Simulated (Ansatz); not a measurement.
The system is SnTe.

```
CELL_PARAMETERS angstrom
0.00000 3.15085 3.15085
3.15085 0.00000 3.15085
3.15085 3.15085 0.00000
ATOMIC_POSITIONS crystal
Te 0.50000 0.50000 0.50000
Sn 0.00000 0.00000 0.00000
```

- Program: Ansatz 0.2.0
- Task: relaxation of cell and atoms
- Functional: SVWN5
- Potentials or basis: Ansatz PAW
- Cutoff: 420 eV (not typed: the program's choice for these potentials)
- k mesh: 7 × 7 × 7
- Occupations: fermi-dirac, width 0.05 eV
- Spin: no spin polarisation

At the start: volume 31.28 Å³/atom.

Problem. How do energy, volume and symmetry change on relaxing?

Solution. It ends after 4 steps and the volume is 30.25 Å³/atom (-3.3 %); space group Fm-3m (No. 225, to 0.05 Å).

Step by step:
```tsv
step	energy change (eV)	largest force (eV/Å)	volume (Å³)
1	0.0000	0.0000	62.56
2	-0.0100	0.0000	59.68
3	-0.0114	0.0000	60.49
4	-0.0110	0.0000	60.49
```

Final structure:
```xyz
2
Lattice="0.0000 3.1157 3.1157 3.1157 0.0000 3.1157 3.1157 3.1157 0.0000" Properties=species:S:1:pos:R:3 pbc="T T T"
Te    3.1157    3.1157    3.1157
Sn    0.0000    0.0000    0.0000
```

Caveat: the plane-wave basis is chosen anew once the cell has moved, so the energies of steps on either side of that aren't comparable; the PAW data sets come from PBE, with cores solved anew for the run's functional, which leaves a small shift of forces and pressure.
